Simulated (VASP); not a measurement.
# SnO: band structure with LDA

Crystal: SnO.

```
CELL_PARAMETERS angstrom
3.83538 0.00000 0.00000
0.00000 3.83538 0.00000
0.00000 0.00000 4.72805
ATOMIC_POSITIONS crystal
Sn 0.50000 0.00000 0.24596
Sn 0.00000 0.50000 0.75404
O 0.00000 0.00000 0.00000
O 0.50000 0.50000 0.00000
```

```yaml
Program: VASP 6.6.1
Task: band structure
Functional: LDA
Potentials_or_basis: VASP PAW LDA potentials, release 64 (Sn_d, O)
Cutoff: 520 eV
k_mesh: 8 × 8 × 6
Occupations: gaussian, width 0.03 eV
Spin: no spin polarisation
Further_INCAR_settings: ALGO = Fast; EDIFF = 1e-06; NBANDS = 28
```

| Item | Value |
| --- | --- |
| Pressure | -4.8 GPa |
| Largest force | 0.562 eV/Å |
| Band gap along the path | none (metal or under the smearing width) |

Forces in eV/Å, atoms in the order of the input:
```
Sn   0.000  0.000 -0.562
Sn   0.000  0.000  0.562
O    0.000  0.000  0.000
O    0.000  0.000  0.000
```

Stress tensor (GPa, compression positive):
```
-5.23  0.00  0.00
 0.00 -5.23  0.00
 0.00  0.00 -3.95
```

Levels at the corners of the path, in eV from the Fermi level:
| point | band 17 | band 18 | band 19 | band 20 | band 21 | band 22 | band 23 | band 24 |
| --- | --- | --- | --- | --- | --- | --- | --- | --- |
| Γ | -3.28 | -2.98 | -2.98 | -0.02 | 2.18 | 4.50 | 4.50 | 4.67 |
| X | -4.65 | -4.65 | -2.64 | -2.64 | 3.29 | 3.29 | 5.75 | 5.75 |
| X | -4.65 | -4.65 | -2.64 | -2.64 | 3.29 | 3.29 | 5.75 | 5.75 |
| M | -2.32 | -2.32 | -1.82 | -1.82 | -0.02 | -0.02 | 4.51 | 4.51 |
| M | -2.32 | -2.32 | -1.82 | -1.82 | -0.02 | -0.02 | 4.51 | 4.51 |
| Γ | -3.28 | -2.98 | -2.98 | -0.02 | 2.18 | 4.50 | 4.50 | 4.67 |
| Γ | -3.28 | -2.98 | -2.98 | -0.02 | 2.18 | 4.50 | 4.50 | 4.67 |
| Z | -3.00 | -3.00 | -2.94 | -2.00 | 1.60 | 2.74 | 2.74 | 3.54 |
| Z | -3.00 | -3.00 | -2.94 | -2.00 | 1.60 | 2.74 | 2.74 | 3.54 |
| R | -4.60 | -4.60 | -1.61 | -1.61 | 2.73 | 2.73 | 5.21 | 5.21 |
| R | -4.60 | -4.60 | -1.61 | -1.61 | 2.73 | 2.73 | 5.21 | 5.21 |
| A | -2.75 | -2.75 | -2.32 | -2.32 | 2.37 | 2.37 | 4.25 | 4.25 |
| A | -2.75 | -2.75 | -2.32 | -2.32 | 2.37 | 2.37 | 4.25 | 4.25 |
| Z | -3.00 | -3.00 | -2.94 | -2.00 | 1.60 | 2.74 | 2.74 | 3.54 |
| X | -4.65 | -4.65 | -2.64 | -2.64 | 3.29 | 3.29 | 5.75 | 5.75 |
| R | -4.60 | -4.60 | -1.61 | -1.61 | 2.73 | 2.73 | 5.21 | 5.21 |
| M | -2.32 | -2.32 | -1.82 | -1.82 | -0.02 | -0.02 | 4.51 | 4.51 |
| A | -2.75 | -2.75 | -2.32 | -2.32 | 2.37 | 2.37 | 4.25 | 4.25 |

Wall time 100 s on 1 thread of Intel(R) Xeon(R) 6975P-C (Granite Rapids), with other jobs on the host, peak memory 0.27 GiB.

Caveat: spin-orbit coupling is left out, which moves the levels of the heavy elements.
